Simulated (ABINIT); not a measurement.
Here is an ABINIT 10.8.3 (patched build) calculation.

Contents of run.abi:

```
# Pseudopotentials
pp_dirpath "./"
pseudos "Ti.upf, O.upf"

# Structure
acell 3*1.0
rprim
     0.0000000000     4.6662849025     4.6662849025
     4.6662849025     0.0000000000     4.6662849025
     4.6662849025     4.6662849025     0.0000000000
ntypat 2
znucl 22 8
natom 2
typat 1 2
xred
     0.0000000000     0.0000000000     0.0000000000
     0.2500000000     0.2500000000     0.2500000000

# Plane-wave basis
ecut 1142.878222 eV

# k points
kptopt 1
ngkpt 7 7 7
nshiftk 1
shiftk 0.0 0.0 0.0

# Exchange and correlation
ixc 7

# Bands and occupations
nband 13
occopt 3
tsmear 0.00183747

# SCF cycle
nstep 100
tolvrs 1.0e-10

# Output
iomode 3
prtwf 0
prteig 0
prtebands 0
prtden 1
prtvha 1
prtvclmb 1
prtpot 1
prtelf 1
```

Potentials or basis: PseudoDojo NC SR LDA v0.4 stringent.

Launch:

```bash
$ abinit run.abi > log 2>&1
```

Problem. What does it give for the pressure?

Solution. -29.9 GPa.

Problem. Estimate the band gap on the k mesh.

Solution. None (metal or under the smearing width).

Caveat: a pressure of tens of GPa on the cell as given is suspect, and the run, the potentials or the cell itself is likely at fault; semilocal functionals often make such compounds metallic where correlation or magnetic order opens a gap, which also shifts bond lengths.
